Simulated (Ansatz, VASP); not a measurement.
## MoS2 in VASP and in Ansatz

Contents of INCAR:

```
SYSTEM = MoS2
ALGO = Normal ; EDIFF = 1E-7
ENCUT = 520 ; GGA = PE
ISIF = 2 ; ISMEAR = 0
LASPH = .TRUE. ; LCHARG = .FALSE.
LREAL = .FALSE. ; LWAVE = .FALSE.
NBANDS = 20 ; NELM = 100
PREC = Accurate ; SIGMA = 0.01
```

The input KPOINTS:

```
k-points
0
G
  6 6 6
  0 0 0
```

File POSCAR:

```
MoS2
1.0
    1.5875903419      0.9165957113      6.1939281332
   -1.5875903419      0.9165957113      6.1939281332
    0.0000000000     -1.8331914226      6.1939281332
Mo S
1 2
Direct
    0.0000965174      0.0000965174      0.0000965174
    0.2497906784      0.2497906784      0.2497906784
    0.4171128042      0.4171128042      0.4171128042
```

Input for Ansatz:

```yaml
crystal:
  lattice:
    - [1.5875903419, 0.9165957113, 6.1939281332]
    - [-1.5875903419, 0.9165957113, 6.1939281332]
    - [0.0, -1.8331914226, 6.1939281332]
  atoms:
    - { symbol: Mo, position: [9.65174e-05, 9.65174e-05, 9.65174e-05] }
    - { symbol: S, position: [0.2497906784, 0.2497906784, 0.2497906784] }
    - { symbol: S, position: [0.4171128042, 0.4171128042, 0.4171128042] }
kpoints:
  mp_grid: { grid: [6, 6, 6] }
hamiltonian:
  xc: pbe
scf:
  occupations: { method: fixed }
  n_extra_bands: 4
output:
  forces: true
  stress: true
  eigenvalues: true
  write_density: true
  write_potential: true
  elf: true
  volumetric_format: npy
```

Measurements of this composition are mostly on another form, of space group No. 194.

Alike in both runs: task single point; functional PBE; k mesh 6 × 6 × 6; no spin polarisation.

|  | VASP | Ansatz |
| --- | --- | --- |
| version | VASP 6.6.1 | Ansatz 0.2.0 |
| potentials or method | VASP PAW PBE potentials, release 64 (Mo_sv, S) | plane waves, PAW |
| plane-wave cutoff (eV) | 520 | 420 |
| occupations | gaussian, width 0.01 eV | fixed |
| valence electrons in the cell | 26 | 26 |

|  | VASP | Ansatz | Ansatz less VASP |
| --- | --- | --- | --- |
| gap on the k mesh at the Fermi level (eV) | 0.97 | 0.95 | -0.014 |
| pressure (GPa) | 2.3 | 2.4 | +0.13 |
| largest component of the traceless stress (GPa) | 0.91 | 0.95 | +0.037 |
| rms of the force components (eV/Å) | 0.048 | 0.054 | +0.0062 |

Atom by atom the forces differ by 0.006 eV/Å (rms over components).

A k mesh can miss the band edges. As with any semilocal functional, this PBE gap is likely too small.
